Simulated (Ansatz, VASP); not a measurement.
**Two plane-wave programs on CdS**

The input POSCAR:

```
CdS
1.0
    0.0000000000      2.7495395470      2.7495395470
    2.7495395470      0.0000000000      2.7495395470
    2.7495395470      2.7495395470      0.0000000000
Cd S
1 1
Direct
    0.0000000000      0.0000000000      0.0000000000
    0.5000000000      0.5000000000      0.5000000000
```

INCAR.step1

```
SYSTEM = CdS
PREC = Accurate ; ENCUT = 520
ISMEAR = 0 ; SIGMA = 0.05
LREAL = .False. ; LASPH = .True.
NELM = 60 ; NBANDS = 16
GGA = PE ; ALGO = Normal
EDIFF = 1E-4 ; LWAVE = .True.
LCHARG = .False.
```

Contents of INCAR.step2:

```
SYSTEM = CdS
PREC = Accurate ; ENCUT = 520
EDIFF = 1E-6 ; ISMEAR = 0
SIGMA = 0.05 ; LREAL = .False.
LASPH = .True. ; NELM = 60
ALGO = Normal ; ISIF = 2
LWAVE = .False. ; LCHARG = .False.
METAGGA = R2SCAN ; LMIXTAU = .True.
NBANDS = 16 ; ISTART = 1
```

The input KPOINTS:

```
regular mesh
0
Gamma
  8 8 8
  0 0 0
```

Input for Ansatz:

```yaml
crystal:
  lattice:
    - [0.0, 2.749539547, 2.749539547]
    - [2.749539547, 0.0, 2.749539547]
    - [2.749539547, 2.749539547, 0.0]
  atoms:
    - { symbol: Cd, position: [0.0, 0.0, 0.0] }
    - { symbol: S, position: [0.5, 0.5, 0.5] }
basis:
  ecutwfc: 500
kpoints:
  mp_grid: { grid: [8, 8, 8] }
hamiltonian:
  xc: r2scan
scf:
  occupations: { method: gaussian, width: 0.05 }
output:
  forces: true
  stress: true
  eigenvalues: true
```

Change from the starting cell: mode 4 frozen in at +0.000 Å, equal normal strain along x, y and z +0.0083.

Alike in both runs: task single point; functional r2SCAN; k mesh 8 × 8 × 8; occupations gaussian, width 0.05 eV; no spin polarisation.

```csv
,VASP,Ansatz
version,VASP 6.6.1,Ansatz 0.2.0
potentials or method,"VASP PAW PBE potentials, release 64 (Cd, S)","scalar-relativistic, plane waves, PAW"
plane-wave cutoff (eV),520,500
valence electrons in the cell,18,26
```

|  | VASP | Ansatz | Ansatz less VASP |
| --- | --- | --- | --- |
| gap on the k mesh at the Fermi level (eV) | 0.73 | 0.75 | +0.018 |
| least direct gap on the mesh (eV) | 2.18 | 2.21 | +0.032 |
| pressure (GPa) | -1.5 | -1.9 | -0.42 |

The two sets of potentials don't hold the same shells in valence.

Caveats: the PAW data sets were made with another functional, which shifts forces and pressure a little (VASP). A k mesh can miss the band edges.
